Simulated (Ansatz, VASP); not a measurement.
# Cross-check of As (ladder As chain) between VASP and Ansatz, part 2 of 2

Wanted: the spread between two codes on one cell, functional and k mesh. The structure shown is the start of the Ansatz relaxation below; VASP solves that cell, so the two are compared at the walk's first step. Other levels of theory on this material are compared in a session of their own.

VASP 6.6.1 and Ansatz 0.2.0.

So far: The structure; Ansatz: relaxation, PBEsol; VASP: single point, PBEsol, start cell.

## Step 3: VASP: single point, PBEsol, start cell (continued)

Level of this step: PBEsol, zero-moment start; plane waves and PAW (As) (VASP).

Numbers of over 12 decimals in the logs are rounded to 6 here.

OUTCAR, selected parts (step 3):

```text
ion  position               nearest neighbor table
   1  0.389  0.500  0.000-   2 2.31   2 2.31
   2  0.611  0.500  0.500-   1 2.31   1 2.31

  LATTYP: Found a simple orthorhombic cell.
 ALAT       =     2.3288300000
 B/A-ratio  =     3.2205012818
 C/A-ratio  =     3.8646015381

 Subroutine GETGRP returns: Found  8 space group operations
 (whereof  4 operations were pure point group operations)

The static configuration has the point symmetry C_2v.
 The point group associated with its full space group is D_2h.

 Found     18 irreducible k-points:

   k-points           NKPTS =     18   k-points in BZ     NKDIM =     18   number of bands    NBANDS=     12

   dimension x,y,z NGX =    60 NGY =   50 NGZ =   16
   dimension x,y,z NGXF=   120 NGYF=  100 NGZF=   32

   ENCUT  =  400.0 eV  29.40 Ry    5.42 a.u.  14.68 12.23  3.80*2*pi/ulx,y,z

   NELECT =      10.0000    total number of electrons

 k-points in reciprocal lattice and weights: Automatic mesh
   0.00000000  0.00000000  0.00000000       0.029
   0.00000000  0.00000000  0.02857143       0.057
   0.00000000  0.00000000  0.05714286       0.057
   0.00000000  0.00000000  0.08571429       0.057
   0.00000000  0.00000000  0.11428571       0.057
   0.00000000  0.00000000  0.14285714       0.057
   0.00000000  0.00000000  0.17142857       0.057
   0.00000000  0.00000000  0.20000000       0.057
   0.00000000  0.00000000  0.22857143       0.057
[...]
0.00000000  0.00000000  0.45714286       0.057
   0.00000000  0.00000000  0.48571429       0.057

 average (electrostatic) potential at core
       1 -56.7017       2 -56.7017

 E-fermi :  -1.6944

 spin component 1
 k-point     1 :       0.0000    0.0000    0.0000
  band No.  band energies     occupation
      1     -18.4620      1.00000
      2     -13.2342      1.00000
      3      -6.7769      1.00000
      4      -6.7727      1.00000
      5      -3.0398      1.00000
      6       0.6844      0.00000
      7       1.1195      0.00000
      8       2.3088      0.00000
      9       3.3015      0.00000
     10       3.5133      0.00000
    ...

 k-point     2 :       0.0000    0.0000    0.0286
  band No.  band energies     occupation
      1     -18.4392      1.00000
      2     -13.2124      1.00000
      3      -6.7534      1.00000
      4      -6.7496      1.00000
      5      -3.0176      1.00000
      6       0.7047      0.00000
      7       1.1414      0.00000
      8       2.3313      0.00000
      9       3.3238      0.00000
     10       3.5341      0.00000
    ...

 k-point     3 :       0.0000    0.0000    0.0571
  band No.  band energies     occupation
      1     -18.3707      1.00000
      2     -13.1470      1.00000
      3      -6.6828      1.00000
      4      -6.6802      1.00000
      5      -2.9514      1.00000
      6       0.7651      0.00000
      7       1.2071      0.00000
      8       2.3988      0.00000
      9       3.3906      0.00000
     10       3.5946      0.00000
    ...

 k-point     4 :       0.0000    0.0000    0.0857
  band No.  band energies     occupation
      1     -18.2565      1.00000
      2     -13.0379      1.00000
      3      -6.5653      1.00000
      4      -6.5648      1.00000
      5      -2.8413      1.00000
      6       0.8652      0.00000
      7       1.3163      0.00000
      8       2.5111      0.00000
      9       3.5020      0.00000
     10       3.6747      0.00000
    ...

 k-point     5 :       0.0000    0.0000    0.1143
  band No.  band energies     occupation
      1     -18.0964      1.00000
      2     -12.8850      1.00000
      3      -6.4037      1.00000
      4      -6.4014      1.00000
      5      -2.6881      1.00000
      6       1.0030      0.00000
      7       1.4685      0.00000
      8       2.6681      0.00000
      9       3.2013      0.00000
     10       3.6579      0.00000
    ...

 k-point     6 :       0.0000    0.0000    0.1429
  band No.  band energies     occupation
      1     -17.8905      1.00000
      2     -12.6882      1.00000
      3      -6.1971      1.00000
      4      -6.1914      1.00000
      5      -2.4928      1.00000
      6       1.1690      0.00000
      7       1.6624      0.00000
      8       1.9918      0.00000
      9       2.8694      0.00000
     10       3.8583      0.00000
    ...

  Total        8.5579323      0.1721272     13.7788503      0.0000000      0.0000000      0.0000000
  in kB       87.2243752      1.7543590    140.4371486      0.0000000      0.0000000      0.0000000
  external PRESSURE =      76.4719609 kB  Pullay stress =       0.0000000 kB

  energy-cutoff  :      400.00
  volume of cell :      157.20
      direct lattice vectors                 reciprocal lattice vectors
     9.000000000  0.000000000  0.000000000     0.111111111  0.000000000  0.000000000
     0.000000000  7.500000000  0.000000000     0.000000000  0.133333333  0.000000000
     0.000000000  0.000000000  2.328830000     0.000000000  0.000000000  0.429400171

 POSITION                                       TOTAL-FORCE (eV/Angst)
 -----------------------------------------------------------------------------------
      3.50516      3.75000      0.00000        -4.349217      0.000000      0.000000
      5.49484      3.75000      1.16441         4.349217      0.000000      0.000000
 -----------------------------------------------------------------------------------
    total drift:                               -0.000000     -0.000000     -0.000000

  FREE ENERGIE OF THE ION-ELECTRON SYSTEM (eV)
  ---------------------------------------------------
  free  energy   TOTEN  =        -7.2401079243 eV

  energy  without entropy=       -7.2301684248  energy(sigma->0) =       -7.23513817

 total charge
# of ion       s       p       d       tot
------------------------------------------
    1        1.315   1.485   0.108   2.908
    2        1.315   1.485   0.108   2.908
--------------------------------------------------
tot          2.631   2.971   0.215   5.816

 magnetization (x)
# of ion       s       p       d       tot
------------------------------------------
    1       -0.000   0.000   0.000   0.000
    2       -0.000   0.000   0.000   0.000
--------------------------------------------------
tot         -0.000   0.000   0.000   0.000

[... 6 further parts left out ...]
```

## Step 4: Differences

Known differences besides the potentials themselves: the data sets hold 30 valence electrons in Ansatz (on its default PAW (the set named soft_2) files) and 10 in VASP; the cutoff is 420 eV in Ansatz and 400 eV in VASP; Ansatz makes its cores anew for this functional, VASP keeps those of its PBE data sets. Total energies have different zeros and are not compared.

Forces (eV/Å; atoms numbered as in POSCAR):

| atom | Ansatz x, y, z | VASP x, y, z |
| --- | --- | --- |
| As1 | -4.110, 0.000, 0.000 | -4.349, 0.000, 0.000 |
| As2 | 4.110, 0.000, 0.000 | 4.349, 0.000, 0.000 |

The forces differ by 138 meV/Å r.m.s., which is 5.5 % of the r.m.s. force of 2.511 eV/Å (both taken over all components). Moments aren't recorded for both runs of this pair, so they may hold unlike magnetic states.

## Step 5: What the set-up changes

Further runs change the set-up of one program: Ansatz's method, potentials or start, or VASP's data sets, cutoff or form of LDA. The table gives that difference for each run.

| run | r.m.s. force difference (meV/Å) |
| --- | --- |
| as above | 138 |
| VASP with a cutoff of 500 eV (perhaps on Ansatz's relaxed cell) | 33 |

## Step 6: Results

```
r.m.s. force difference (single point, PBEsol, start cell) : 5.5 % of the r.m.s. force
```

**Reading.** The r.m.s. force difference is 5.5 % of the r.m.s. force (single point, PBEsol, start cell), beyond the 3 % picked in this series as the mark of a large difference. The data sets hold unlike numbers of valence electrons (30 in Ansatz and 10 in VASP), so part of the differences comes from the potentials. Single point, PBEsol, start cell, VASP with a cutoff of 500 eV (perhaps on Ansatz's relaxed cell): r.m.s. force difference goes from 138 to 33 meV/Å. 6 further runs of this series are not shown here. How closely two codes agree says nothing of how well the functional describes the real material.

[Lines on the potential files, build, host, timing and source positions are cut from VASP's logs without a mark.]

[Logs are printed without paths, hosts, clocks, repeated set-up lines and the standing remarks that a program may print on its own settings, such as how far it seeks lower states.]

[Hosts, paths, dates, database ids (printed as entryN), source tags and the programs' standing remarks are cut or masked in the printed files.]

[Rows of further runs with another cutoff or data set may stand on the cell that Ansatz relaxed, not on the start cell of the pair above them.]
